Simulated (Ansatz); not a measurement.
**Ionic part of the dielectric constant of CaF$_{2}$ at 3 GPa, mode by mode**

Computed with DFT PBE, scalar-relativistic, plane waves, PAW in Ansatz. Plane waves to 420 eV; Γ-centred k mesh 8×8×8; fixed occupations. No spin polarisation. Phonons by linear response, acoustic sum rule imposed.

It takes space group Fm-3m (No. 225, cubic). The conventional cell has a = 5.446 Å, b = 5.446 Å, c = 5.446 Å, α = 90.00°, β = 90.00°, γ = 90.00°. Ca (site symmetry m-3m) is surrounded by 8 F at 2.36 Å. F (site symmetry -43m) has 4 Ca at 2.36 Å as nearest neighbours.

The primitive cell has V = 40.38 Å³ and ε∞,yy = 2.287. Each polar mode adds Δε = (4.92064×10⁷/V)·S/ν² along y, with S its oscillator strength in e²/amu, ν in cm⁻¹ and V in Å³.

Problem. From these modes, find each Δε and ε0,yy.
```tsv
ν (cm⁻¹)	S_yy (e²/amu)
251.8	0.2884
```

Solution.
| ν (cm⁻¹) | Δε |
| --- | --- |
| 251.8 | 5.54 |

The sum is 5.545, so ε0,yy = 7.83; the run's tensor has 7.83.

Problem. Where do the longitudinal modes lie for a wave vector along y?

Solution. At 466 cm⁻¹. The Lyddane–Sachs–Teller product Π(ν_LO/ν_TO)² = 3.42 matches ε0/ε∞ = 3.42.

Cost: 1 run of about 0.55 core-minutes, on AMD EPYC 7R43 (Zen 3) (shared hosts).

The static response of CaF₂ is mainly ionic: the single polar mode contributes 5.54, well above the electronic part. In this mode the Ca sublattice moves against the two F sublattices, so strongly ionic bonding gives a large oscillating dipole. The Raman-active motion of the F sublattices against each other carries no net dipole and adds nothing. The tightly bound fluoride electrons screen the macroscopic field only weakly, which explains the wide separation between the transverse mode at 251.8 cm⁻¹ and the longitudinal one at 466 cm⁻¹.

The static constant of 7.83 is higher than measured for CaF₂ even at ambient pressure, although compression should lower it by stiffening the transverse mode. PBE probably leaves the lattice too expanded and this mode too soft, an error amplified by the inverse-square frequency dependence; its overestimated electronic polarisability adds a smaller excess. The Lyddane–Sachs–Teller agreement confirms internal consistency, not the accuracy of the force constants.
